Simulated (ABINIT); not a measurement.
Set up this calculation in ABINIT 10.8.3 (patched build), as the native input.

| Item | Value |
| --- | --- |
| Task | single point |
| Functional | PBEsol |
| Potentials or basis | JTH PAW PBE v2.0 |
| Cutoff | 544 eV |
| k mesh | 8 × 8 × 2 |
| Occupations | fermi-dirac, width 0.05 eV |
| Spin | no spin polarisation |
| Fine-grid cutoff | 1088.46 eV |
| Exchange and correlation inside the PAW spheres | full angular mesh (pawxcdev 0, this build's default; the released program takes 1) |

Crystal: MoS2.

```xyz
6
Lattice="3.1690 0.0000 0.0000 -1.5845 2.7444 0.0000 0.0000 0.0000 12.3240" Properties=species:S:1:pos:R:3 pbc="T T T"
Mo    1.5845    0.9148    9.2430
Mo    0.0000    1.8296    3.0810
S     1.5845    0.9148    4.6461
S     0.0000    1.8296   10.8081
S     1.5845    0.9148    1.5159
S     0.0000    1.8296    7.6779
```

The input as run:

run.abi

```
pp_dirpath "./"
pseudos "Mo.GGA_PBE-JTH.xml, S.GGA_PBE-JTH.xml"

acell 3*1.0
rprim
     5.9885420889     0.0000000000     0.0000000000
    -2.9942710445     5.1862295807     0.0000000000
     0.0000000000     0.0000000000    23.2889847599
ntypat 2
znucl 42 16
natom 6
typat 1 1 2 2 2 2
xred
     0.6666666667     0.3333333333     0.7500000000
     0.3333333333     0.6666666667     0.2500000000
     0.6666666667     0.3333333333     0.3770000000
     0.3333333333     0.6666666667     0.8770000000
     0.6666666667     0.3333333333     0.1230000000
     0.3333333333     0.6666666667     0.6230000000

ecut 20.0
pawecutdg 40.0

kptopt 1
ngkpt 8 8 2
nshiftk 1
shiftk 0.0 0.0 0.0

ixc -116133

nband 32
occopt 3
tsmear 0.05 eV

nstep 100
tolvrs 1.0e-9

iomode 3
prtwf 0
prtden 0
prteig 0
prtebands 0
enunit 1
```

Potentials or basis: JTH PAW PBE v2.0.

Run with:

```sh
$ abinit run.abi > log 2>&1
```

It gave:

```yaml
Pressure: -2.7 GPa
Largest_force: 0.283 eV/Å
Band_gap_on_the_k_mesh: 0.94 eV, indirect (least direct gap 1.94 eV)
Valence_electrons_inside_the_program's_atomic_spheres: Mo 11.28; S 3.58, 3.57
```

Caveat: the PAW data sets were made with another functional, which shifts forces and pressure a little; this functional lacks dispersion, which binds the layers, so the pressure and a relaxed spacing across them are unreliable.

It took 120 s on 1 thread of Arm Neoverse V1, on a shared host, peak memory 0.19 GiB.
